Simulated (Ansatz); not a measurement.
Eigenvalues along a path: Hf (sc type)

```
Hf
1.0
     2.46081    0.00000    0.00000
     0.00000    2.46081    0.00000
     0.00000    0.00000    2.46081
Hf
1
Cartesian
  0.0000 0.0000 0.0000
```

The cell comes from a relaxation on PAW files under the same functional, begun from a prototype that needn't be the stable phase.

Computed with Ansatz 0.2.0; functional PBE, scalar-relativistic. Settings: a Γ-centred 15×15×15 k mesh, Fermi–Dirac smearing of 0.08 eV, no spin polarisation. Methods: PAW: frozen-core files, cutoff 420 eV.

This run: volume at 0.6 of the series' base cell.

Spin–orbit coupling is left out, which matters for the heavy atoms.

Path points, in fractions of the reciprocal vectors: Γ (0.000, 0.000, 0.000), X (0.000, 0.500, 0.000), M (0.500, 0.500, 0.000), R (0.500, 0.500, 0.500). The distance column jumps between branches of the path. Levels in eV from the Fermi level; bands 5 to 15, counted from the lowest band of the run. The gap is zero, the pressure 97.9 GPa.

```
# k(1/Å) point b5 b6 b7 b8 b9 b10 b11 b12 b13 b14 b15
0.000 Γ -11.01 -11.01 -11.01 -10.84 -10.84 -10.84 -10.82 -7.69 -3.24 -3.24 10.69
0.160 - -11.01 -11.00 -11.00 -10.87 -10.84 -10.84 -10.82 -7.50 -3.18 -2.99 10.21
0.319 - -11.03 -10.99 -10.99 -10.92 -10.83 -10.83 -10.83 -7.00 -3.03 -2.24 9.09
0.479 - -11.05 -10.99 -10.98 -10.98 -10.84 -10.82 -10.82 -6.33 -2.79 -1.11 7.77
0.638 - -11.08 -11.05 -10.96 -10.96 -10.84 -10.79 -10.79 -5.57 -2.50 0.18 6.51
0.798 - -11.11 -11.10 -10.95 -10.95 -10.85 -10.76 -10.76 -4.79 -2.18 1.19 5.45
0.957 - -11.16 -11.12 -10.94 -10.94 -10.86 -10.74 -10.74 -4.03 -1.90 1.60 4.64
1.117 - -11.18 -11.14 -10.93 -10.93 -10.87 -10.72 -10.72 -3.44 -1.70 1.52 4.14
1.277 X -11.19 -11.14 -10.93 -10.93 -10.87 -10.71 -10.71 -3.19 -1.63 1.41 3.97
1.436 - -11.19 -11.14 -10.94 -10.92 -10.87 -10.72 -10.71 -2.97 -1.40 0.71 4.02
1.596 - -11.18 -11.12 -10.96 -10.91 -10.88 -10.76 -10.71 -2.49 -0.63 -0.60 4.16
1.755 - -11.17 -11.09 -11.00 -10.89 -10.88 -10.80 -10.71 -2.06 -2.02 0.90 4.38
1.915 - -11.17 -11.05 -11.04 -10.91 -10.84 -10.83 -10.70 -3.39 -1.57 2.88 4.65
2.075 - -11.16 -11.09 -11.00 -10.92 -10.85 -10.81 -10.70 -4.53 -1.14 4.94 5.02
2.234 - -11.15 -11.12 -10.94 -10.93 -10.87 -10.78 -10.69 -5.39 -0.76 5.20 6.10
2.394 - -11.15 -11.14 -10.94 -10.90 -10.88 -10.76 -10.69 -5.94 -0.49 5.38 5.61
2.553 M -11.15 -11.15 -10.94 -10.88 -10.88 -10.76 -10.68 -6.12 -0.39 5.45 5.45
2.779 - -11.14 -11.14 -10.94 -10.90 -10.89 -10.77 -10.69 -5.75 -0.59 5.50 5.59
3.005 - -11.13 -11.12 -10.95 -10.92 -10.90 -10.80 -10.71 -4.75 -1.12 5.68 6.03
3.230 - -11.10 -11.09 -10.98 -10.92 -10.90 -10.84 -10.74 -3.62 -1.62 4.45 4.92
3.456 - -11.06 -11.05 -10.98 -10.94 -10.89 -10.88 -10.77 -3.86 -1.21 2.16 3.82
3.682 - -11.04 -11.01 -10.95 -10.94 -10.94 -10.85 -10.80 -5.02 -1.53 0.03 4.91
3.907 - -11.02 -11.00 -10.97 -10.91 -10.90 -10.84 -10.82 -6.31 -2.42 -1.70 7.38
4.133 - -11.01 -11.01 -11.00 -10.86 -10.86 -10.84 -10.82 -7.31 -3.03 -2.84 9.71
4.359 Γ -11.01 -11.01 -11.01 -10.84 -10.84 -10.84 -10.82 -7.69 -3.24 -3.24 10.69
4.635 - -11.01 -11.01 -11.00 -10.86 -10.86 -10.86 -10.83 -7.12 -2.79 -2.79 9.47
4.912 - -11.00 -11.00 -10.97 -10.90 -10.90 -10.89 -10.84 -5.59 -1.51 -1.51 7.09
5.188 - -10.99 -10.99 -10.94 -10.94 -10.93 -10.93 -10.87 -3.73 0.34 0.34 5.35
5.464 - -10.98 -10.98 -10.98 -10.95 -10.95 -10.91 -10.90 -2.78 1.31 1.31 4.32
5.741 - -11.01 -10.97 -10.97 -10.95 -10.92 -10.92 -10.86 -3.03 -0.37 -0.37 6.72
6.017 - -11.04 -10.97 -10.97 -10.97 -10.87 -10.87 -10.82 -3.41 -2.04 -2.04 9.93
6.294 - -11.08 -10.97 -10.96 -10.96 -10.82 -10.82 -10.80 -3.53 -3.13 -3.13 7.76
6.570 R -11.09 -10.96 -10.96 -10.96 -10.79 -10.79 -10.79 -3.51 -3.51 -3.51 6.82
6.796 - -11.08 -10.97 -10.96 -10.96 -10.81 -10.81 -10.80 -3.59 -3.32 -3.13 7.46
7.021 - -11.06 -11.00 -10.96 -10.95 -10.86 -10.83 -10.80 -3.70 -2.78 -2.03 9.20
7.247 - -11.06 -11.00 -10.96 -10.94 -10.93 -10.84 -10.81 -3.63 -1.90 -0.41 7.01
7.473 - -11.10 -11.00 -10.96 -10.96 -10.93 -10.83 -10.81 -3.22 -0.73 1.07 4.22
7.698 - -11.14 -11.06 -10.95 -10.93 -10.92 -10.80 -10.79 -2.40 0.43 0.66 1.83
7.924 - -11.17 -11.10 -10.94 -10.93 -10.89 -10.76 -10.76 -1.36 -1.19 -0.02 2.14
8.150 - -11.19 -11.13 -10.93 -10.93 -10.88 -10.72 -10.72 -2.71 -1.21 0.32 3.42
8.375 X -11.19 -11.14 -10.93 -10.93 -10.87 -10.71 -10.71 -3.19 -1.63 1.41 3.97
10.181 R -11.09 -10.96 -10.96 -10.96 -10.79 -10.79 -10.79 -3.51 -3.51 -3.51 6.82
10.340 - -11.09 -10.97 -10.97 -10.95 -10.80 -10.80 -10.79 -3.65 -3.32 -3.32 7.14
10.500 - -11.07 -10.98 -10.98 -10.93 -10.82 -10.82 -10.79 -4.02 -2.75 -2.75 8.04
10.660 - -11.05 -11.01 -11.01 -10.90 -10.85 -10.85 -10.78 -4.52 -1.83 -1.83 8.01
10.819 - -11.05 -11.05 -11.02 -10.86 -10.86 -10.86 -10.78 -5.02 -0.60 -0.60 5.31
10.979 - -11.09 -11.09 -10.99 -10.87 -10.87 -10.81 -10.77 -5.48 0.89 0.89 2.98
11.138 - -11.12 -11.12 -10.97 -10.88 -10.88 -10.76 -10.75 -5.83 1.17 2.59 2.59
11.298 - -11.14 -11.14 -10.95 -10.88 -10.88 -10.76 -10.70 -6.05 0.01 4.36 4.36
11.458 M -11.15 -11.15 -10.94 -10.88 -10.88 -10.76 -10.68 -6.12 -0.39 5.45 5.45
```
